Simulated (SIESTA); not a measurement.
Crystal: TiB2.

```
CELL_PARAMETERS angstrom
3.02920 0.00000 0.00000
-1.51460 2.62336 0.00000
0.00000 0.00000 3.22840
ATOMIC_POSITIONS crystal
Ti 0.00000 0.00000 0.00000
B 0.66667 0.33333 0.50000
B 0.33333 0.66667 0.50000
```

Base run:

- Program: SIESTA 5.4.2
- Functional: vdW-DF
- Potentials or basis: PseudoDojo 0.4 standard (PBE files)
- Basis: DZP (energy shift 0.003 Ry; two zetas on semicore shells)
- Grid cutoff: 800 Ry
- Energy shift: 0.003 Ry
- k mesh: 10 × 10 × 8
- Occupations: fermi-dirac, width 0.05 eV
- Spin: no spin polarisation

Its results: band gap on the k mesh none (metal or under the smearing width); pressure 9.0 GPa.

Problem. After a change of settings the same cell gave: band gap on the k mesh none (metal or under the smearing width); pressure 4.2 GPa. Which change was it?
A. functional from vdW-DF to PBE; hubbard terms from none to Ti d U = 2 eV
B. functional from vdW-DF to vdW-DF-cx
C. functional from vdW-DF to optB88-vdW
D. functional from vdW-DF to PBE

Solution. C.

Caveats: the potentials were made for another functional, which shifts forces and pressure; the basis of atomic orbitals isn't converged, which shifts pressures, moduli and gaps.
